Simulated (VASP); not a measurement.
# From VASP inputs to Ansatz: PbS (strained rocksalt)

INCAR

```
LCHARG = .TRUE.
ISMEAR = 0
IBRION = -1
EDIFF = 1E-7
METAGGA = R2SCAN
PREC = Accurate
NBANDS = 17
ALGO = Normal
LASPH = .TRUE.
SIGMA = 0.01
ISIF = 2
LWAVE = .FALSE.
LELF = .TRUE.
NSW = 0
NELM = 120
ENCUT = 520
LREAL = .FALSE.
```

KPOINTS

```
KPOINTS created by Atomic Simulation Environment
0
Gamma
8 8 8
0 0 0
```

KPOINTS_OPT

```
special points
7
Reciprocal
0.0000000000 0.0000000000 0.0000000000 1
0.5000000000 0.0000000000 0.5000000000 1
0.6250000000 0.2500000000 0.6250000000 1
0.3750000000 0.3750000000 0.7500000000 1
0.5000000000 0.5000000000 0.5000000000 1
0.5000000000 0.2500000000 0.7500000000 1
0.0000000000 0.0000000000 0.5000000000 1
```

POSCAR

```
Pb S
 1.0000000000000000
    -0.0817264545000000    2.9652508752000002    2.9652508752000002
     2.9652508752000002   -0.0817264545000000    2.9652508752000002
     2.9652508752000002    2.9652508752000002   -0.0817264545000000
 Pb  S
   1   1
Cartesian
  0.0000000000000000  0.0000000000000000  0.0000000000000000
  2.9243876479500011  2.9243876479500006  2.9243876479500006
```

VASP ran with the recommended PBE PAW datasets (20 valence electrons in the cell).

Problem. Write an Ansatz input for this cell and level of theory.

Solution. 

```yaml
crystal:
  lattice:
    - [-0.0817264545, 2.9652508752, 2.9652508752]
    - [2.9652508752, -0.0817264545, 2.9652508752]
    - [2.9652508752, 2.9652508752, -0.0817264545]
  atoms:
    - { symbol: Pb, position: [0.0, 0.0, 0.0] }
    - { symbol: S, position: [0.5, 0.5, 0.5] }
kpoints:
  mp_grid: { grid: [8, 8, 8] }
  band_path:
    path:
      - [0.0, 0.0, 0.0]
      - [0.5, 0.0, 0.5]
      - [0.625, 0.25, 0.625]
      - [0.375, 0.375, 0.75]
      - [0.5, 0.5, 0.5]
      - [0.5, 0.25, 0.75]
      - [0.0, 0.0, 0.5]
    npoints: 1
hamiltonian:
  xc: r2scan
scf:
  occupations: { method: fixed }
  n_extra_bands: 4
output:
  forces: true
  stress: true
  eigenvalues: true
```

Other inputs would serve too.

```json
{"": "gap between bands v and c", "VASP": "0.50 eV", "Ansatz": "0.49 eV"}
{"": "least direct gap", "VASP": "0.72 eV", "Ansatz": "0.71 eV"}
{"": "pressure", "VASP": "-1.1 GPa", "Ansatz": "-1.1 GPa"}
```

Datasets and cutoffs are each program's own. VASP's cell holds 20 valence electrons and Ansatz's 20. Ansatz's stress includes a Pulay correction; VASP's doesn't.
